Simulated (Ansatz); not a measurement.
Take a crystal in which Ca has been replaced by Mg on all its sites, with the cell rescaled by a rough guess (in some cases also distorted within its space group) and nothing relaxed:

```yaml
crystal:
  lattice:
    - [0.00000, 2.69432, 2.69432]
    - [2.69432, 0.00000, 2.69432]
    - [2.69432, 2.69432, 0.00000]
  atoms:
    - { symbol: Mg, position: [0.00000, 0.00000, 0.00000] }
    - { symbol: Se, position: [0.50000, 0.50000, 0.50000] }
```

Computed with DFT PBEsol, scalar-relativistic, plane waves, PAW in Ansatz 0.2.0.

Settings: cutoff 420 eV, Γ-centred mesh 10×10×10 on the computed 2-atom cell, Gaussian smearing of 0.02 eV; no spin polarisation.

Question: What pressure does the cell carry?

Answer: The pressure is 2.3 GPa (positive in compression), so the cell would expand.

Question: Is it a metal on this mesh?

Answer: No: the gap is 1.83 eV, the least direct gap 2.73 eV.

Question: What is its energy against the elements in their standard states?

Answer: -1.259 eV/atom at this unrelaxed geometry, with the elements in the same functional.